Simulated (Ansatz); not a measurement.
A plane-wave DFT run in Ansatz 0.2.0 (scalar-relativistic PAW potentials unless the input names others): input and command.

```yaml
crystal:
  lattice:
    - [2.5011862227, 0.0, 0.0]
    - [-1.2505931114, 2.1660908085, 0.0]
    - [0.0, 0.0, 29.8573475992]
  atoms:
    - { symbol: C, position: [0.7696990002, 0.2302383252, 0.5943973192] }
    - { symbol: C, position: [0.1030140114, 0.8969233543, 0.5943501515] }
    - { symbol: C, position: [0.3857320137, 0.6142228158, 0.7077754361] }
    - { symbol: C, position: [0.7190545136, 0.2809003524, 0.7077729494] }
    - { symbol: C, position: [0.6728433621, 0.3272084695, 0.8217292001] }
    - { symbol: C, position: [1.0061802135, -0.006128396, 0.8217479641] }
basis:
  ecutwfc: 420
kpoints:
  mp_grid: { grid: [12, 12, 1] }
hamiltonian:
  xc: pbe
  dispersion: d3bj
scf:
  max_iter: 80
output:
  forces: true
  eigenvalues: true
  stress: true
efield:
  axis: 3
  dipole_correction: true
  ramp_width: 0.04
```

```bash
ansatz run input.yaml --threads 2 --pin off --max-ram 5120MiB --backend cpu --events-out ev --progress --plain --runs-dir out
```

Question: What will the program do with this input?

Answer: The program refuses it, because of no occupation method (scf.occupations: {"method": "gaussian", "width": 0.05} → not typed). With the sound run's settings it is accepted.

Abridged log:
```
Error: YAML parse error: `scf.occupations.method` is required: fixed only where the cell keeps a band gap throughout the run, explicit beside scf.occupations.values (under evaluate: without them), else a smearing such as fermi_dirac (scf.occupations.width is optional; its entry in the input reference gives the default)
```